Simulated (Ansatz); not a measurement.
Reactions of C3H5F3 (`CCC(F)(F)F`).

Program: Ansatz. Geometries: PBE0-D4/def2-TZVP. ΔE: electronic, gas phase. CBS: MP2 limit from def2 TZ/QZ plus the TZ coupled-cluster correction, frozen cores. This one scheme is used for every species. DFT in def2-TZVPP. No spin–orbit coupling; open shells (•) take unrestricted orbitals. def2 core potentials past Kr. For Sn outer-core shells are correlated without core-valence functions, which leaves a few kJ/mol of doubt a bond. One conformer a species, not always the lowest.

```csv
reaction,CCSD(T)/CBS(def2) (kJ/mol)
`CCC(F)(F)F` → `CC(F)(F)CF`,50
`CCC(F)(F)F` + `NCS` → `CCSCN` + `FC(F)F`,?
`CCC(F)(F)F` + H–F → `FCC(F)(F)F` + CH₄,67
`CCC(F)(F)F` + `OBO` → `CCOBO` + `FC(F)F`,?
`CCC(F)(F)F` → `[CH2]C(F)(F)F`• + `[CH3]`•,423
`CCC(F)(F)F` + `[OH][SnH]([F])[F]` → `[F][SnH]([F])[O]C(F)(F)F` + `CC`,22
```

Question: Fill in the missing values. (An estimate is asked.)

Answer: The calculation gave: `CCC(F)(F)F` + `NCS` → `CCSCN` + `FC(F)F`: +23.3 kJ/mol; `CCC(F)(F)F` + `OBO` → `CCOBO` + `FC(F)F`: +73.9 kJ/mol.

Largest T1 diagnostic: 0.015, for `[OH][SnH]([F])[F]`.
